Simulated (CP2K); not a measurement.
# HfO2 under changes of volume

One of the cells (11.152 Å³/atom); the others are scaled copies at fixed shape and fractional positions:

```
Hf O
1.0
     3.61685    0.00000    0.00000
     1.80843    3.13229    0.00000
     1.80843    1.04410    2.95315
Hf O
1 2
Cartesian
  0.0000 0.0000 0.0000
  5.4253 3.1323 2.2149
  1.8084 1.0441 0.7383
```

Measurements of this composition are mostly on another form, of space group No. 14.

| Item | Value |
| --- | --- |
| Program | CP2K 2026.2 |
| Functional | LDA |
| Potentials or basis | GTH_POTENTIALS Hf GTH-PADE-q12, O GTH-PADE-q6; TZVP-MOLOPT-PBE-GTH basis |
| Density cutoff | 8163 eV |
| k mesh | 9 × 9 × 9 |
| Occupations | fermi-dirac, width 0.1 eV |
| Spin | no spin polarisation |

| volume (Å³/atom) | energy over the lowest point (meV/atom) | pressure (GPa) | gap on the mesh (eV) |
| --- | --- | --- | --- |
| 10.483 | 0.00 | -23.1 | 3.88 |
| 10.706 | 33.86 | -25.5 | 3.83 |
| 10.929 | 71.05 | -27.9 | 3.78 |
| 11.152 | 111.51 | -30.2 | 3.73 |
| 11.375 | 155.13 | -32.5 | 3.68 |
| 11.598 | 201.77 | -34.7 | 3.64 |
| 11.821 | ? | ? | ? |

**Question.** What does the run at 11.821 Å³/atom give?

**Answer.** Energy over the lowest point 251.12 meV/atom; pressure -36.7 GPa; gap on the mesh 3.59 eV.

Worked out: A Birch-Murnaghan fit of order 3 (a polynomial in V^(-2/3)) to the other rows has no minimum within the range. It gives 251.33 meV/atom at 11.821 Å³/atom, against the run's 251.12, and -dE/dV = -36.6 GPa, against -36.7. A straight line through the other rows of the gap, of slope -2.4 eV per unit of ln V, extrapolates to 3.59 eV, against the run's 3.59.

Energies are extrapolated to zero smearing.

Caveats: spin-orbit coupling is left out, which moves the levels of the heavy elements; an odd mesh through Γ misses points on the zone boundary, where band edges often lie; the basis of atomic orbitals isn't converged, which shifts pressures, moduli and gaps.
